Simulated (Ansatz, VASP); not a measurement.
# Os: programs and potentials compared

```
Os
1.0
     2.73410    0.00000    0.00000
    -1.36705    2.36780    0.00000
     0.00000    0.00000    4.31970
Os
2
Direct
  0.66667 0.33333 0.75000
  0.33333 0.66667 0.25000
```

Alike in all runs: task single point; functional PBE; k mesh 11 × 11 × 6; occupations gaussian, width 0.02 eV; no spin polarisation; no spin-orbit coupling. Pressure is positive in compression and, in plane waves, holds the error of the finite cutoff, which Ansatz's Pulay term estimates and takes out.

```tsv
program and potentials	plane-wave cutoff (eV)	notes	pressure (GPa)
Ansatz, Ansatz PAW	420	16 valence electrons an atom on average; Pulay term of +0.09 GPa included	8.76
VASP, PBE PAW files Os, 520 eV	520	8 valence electrons an atom on average	8.79
Ansatz, all-electron LAPW, scalar-relativistic	-	-	8.74
```

The pressure spans 8.74 (Ansatz, all-electron LAPW, scalar-relativistic) to 8.79 GPa (VASP, PBE PAW files Os, 520 eV), with all-electron results at 8.74.

The functional is the same throughout but for its coding, so the spread measures potentials, basis and numerics; runs on potential files found faulty are left out.
